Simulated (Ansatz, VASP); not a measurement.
Given: the input of a run of Ansatz 0.2.0 on Te.

The input input.yaml:

```yaml
crystal:
  lattice:
    - [2.3059043427, 1.331314493, 1.6909537039]
    - [-2.3059043427, 1.331314493, 1.6909537039]
    - [0.0, -2.662628986, 1.6909537039]
  atoms:
    - { symbol: Te, position: [0.5, 0.5, 0.5] }
hamiltonian:
  xc: pbesol
  pseudopotentials: { kind: paw }
kpoints:
  mp_grid: { grid: [9, 9, 9] }
scf:
  occupations: { method: fermi_dirac, width: 0.05 }
output:
  forces: true
  stress: true
  eigenvalues: true
relax:
  f_tol: 0.01
  max_steps: 40
  cell: { stress_tol: 0.05 }
```

Potentials or basis: Ansatz PAW.

Run with:

```console
$ ansatz run input.yaml --threads 2 --pin off --max-ram 5632MiB --backend cpu --events-out ev --progress --plain --runs-dir out
```

Question: Set up the same calculation for VASP 6.6.1. Potentials there: VASP PAW PBE potentials, release 64 (Te).

Answer: As run (the cutoff follows the program's own potentials):

Contents of INCAR:

```
PREC = Accurate
ENCUT = 600
EDIFF = 1E-6
ISMEAR = -1
SIGMA = 0.05
LREAL = False
LASPH = True
NELM = 80
ALGO = Normal
ISIF = 3
LWAVE = False
LCHARG = False
GGA = PS
IBRION = 2
NSW = 60
EDIFFG = -0.01
```

File KPOINTS:

```
Automatic mesh
0
Gamma
  9 9 9
```

Contents of POSCAR:

```
Te
1.0
    2.3059043427      1.3313144930      1.6909537039
   -2.3059043427      1.3313144930      1.6909537039
    0.0000000000     -2.6626289860      1.6909537039
Te
1
Direct
    0.5000000000      0.5000000000      0.5000000000
```

Potentials or basis: VASP PAW PBE potentials, release 64 (Te).

Command:

```sh
$ cat potpaw_PBE.64/Te/POTCAR > POTCAR
$ mpirun -np 1 vasp_std > vasp.out
```

Both were run:

|  | VASP | Ansatz | Ansatz less VASP |
| --- | --- | --- | --- |
| gap on the k mesh at the Fermi level, each at its own relaxed structure (eV) | none | none | - |
| relaxed volume (Å³/atom) | 31.30 | 31.29 | -0.012 |
| relaxed cell length with the largest relative difference (Å) | 3.154 | 3.153 | -0.0004 |
| energy change over the relaxation (meV/atom) | -1 | -1 | -0.1 |

A gap of «none» marks a metal or a gap that the smearing closes. The two sets of potentials don't hold the same shells in valence.

Caveats: the PAW data sets were made with another functional, which shifts forces and pressure a little (VASP); the plane-wave basis is chosen anew once the cell has moved, so the energies of steps on either side of that aren't comparable (Ansatz); the PAW data sets come from PBE, with cores solved anew for the run's functional, which leaves a small shift of forces and pressure (Ansatz). The runs have no spin-orbit coupling, so splittings on Te are missing.
